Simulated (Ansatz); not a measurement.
# How much does the functional matter for the cell of MoSe2?

The starting cell is an entry of the Crystallography Open Database (1963):

```yaml
crystal:
  lattice:
    - [3.28800, 0.00000, 0.00000]
    - [-1.64400, 2.84749, 0.00000]
    - [0.00000, 0.00000, 12.90000]
  atoms:
    - { symbol: Mo, position: [0.33333, 0.66667, 0.25000] }
    - { symbol: Mo, position: [0.66667, 0.33333, 0.75000] }
    - { symbol: Se, position: [0.33333, 0.66667, 0.62500] }
    - { symbol: Se, position: [0.66667, 0.33333, 0.12500] }
    - { symbol: Se, position: [0.33333, 0.66667, 0.87500] }
    - { symbol: Se, position: [0.66667, 0.33333, 0.37500] }
```

Atoms and cell were relaxed at zero pressure with plane-wave PAW DFT (Ansatz 0.2.0; one set of PAW datasets, made under PBE, for all functionals; 420 eV, r2SCAN 500 eV; 12×12×2 Γ-centred mesh, fermi-dirac occupations of width 0.020 eV; no spin polarisation, no spin-orbit coupling, no dispersion correction), keeping the symmetry (P6_3/mmc, No. 194).

**Question.** How do the functionals compare with each other and with the entry?

**Answer.** The relaxed conventional cells:

| functional | a (Å) | c (Å) | volume (Å³/atom) | formation energy (eV/atom) |
| --- | --- | --- | --- | --- |
| LDA | 3.248 | 12.741 | 19.40 | -0.728 |
| PBEsol | 3.268 | 13.110 | 20.21 | -0.718 |
| PBE | 3.320 | 15.138 | 24.08 | -0.684 |
| r2SCAN | 3.320 | 13.636 | 21.69 | -0.749 |
| the entry | 3.288 | 12.900 | 20.13 | – |

LDA gives the smallest volume and PBE the largest, 24.1 % more, the usual order, since LDA overbinds and PBE's gradient terms loosen the lattice. Against the entry's volume: LDA -3.6 %, PBEsol +0.4 %, PBE +19.6 %, r2SCAN +7.8 %. No verdict is drawn from this: the entry is old or was flagged in a check, so the entry may be off as well as the functionals. The axis c stretches most from LDA to PBE (18.8 %), the mark of a weakly bound direction, where the missing dispersion matters. The formation energies span 0.07 eV an atom, lowest under r2SCAN.

Caveats: each relaxation keeps the start's symmetry, so a distorted cell may lie lower; computed cells are at 0 K with fixed nuclei, while the entry holds thermal expansion, often some tenths of a per cent in volume and more in soft crystals; without dispersion the spacing of weakly bound layers is ill defined; formation energies are at zero smearing against the elements' usual phases under the same functional, gases as free molecules, uncorrected.
